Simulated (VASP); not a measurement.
The system is MgO.

```
Mg O
1.0
     2.93802    0.00000    0.00000
    -1.46901    2.54440    0.00000
     0.00000    0.00000    2.67968
Mg O
1 1
Direct
  0.00000 0.00000 0.00000
  0.33333 0.66667 0.50000
```

Measurements of this composition are mostly on another form, of space group No. 225.

- Program: VASP 6.6.1
- Task: relaxation of cell and atoms
- Functional: SCAN
- Potentials or basis: VASP PAW PBE potentials, release 64 (Mg, O)
- Cutoff: 600 eV
- k mesh: 10 × 10 × 10
- Occupations: gaussian, width 0.05 eV
- Spin: no spin polarisation

At the start: pressure -7.3 GPa; volume 10.02 Å³/atom.

Question: How do energy, volume and symmetry change on relaxing?

Answer: Over 5 steps the energy falls by 12.0 meV/atom and the volume is 9.51 Å³/atom (-5.0 %); space group P-6m2 (No. 187, to 0.05 Å).

The path:
```
step  energy change (eV)  largest force (eV/Å)  pressure (GPa)  volume (Å³)
   1              0.0000                0.0000           -7.35        20.03
   2             -0.0207                0.0000            2.82        18.73
   3             -0.0236                0.0000           -0.06        19.05
   4             -0.0238                0.0000            0.10        19.02
   5             -0.0239                0.0000            0.03        19.03
```

Final structure:
```xyz
2
Lattice="2.8872 0.0000 0.0000 -1.4436 2.5004 0.0000 0.0000 0.0000 2.6360" Properties=species:S:1:pos:R:3 pbc="T T T"
Mg    0.0000    0.0000    0.0000
O     0.0000    1.6669    1.3180
```

Caveat: the PAW data sets were made with another functional, which shifts forces and pressure a little.
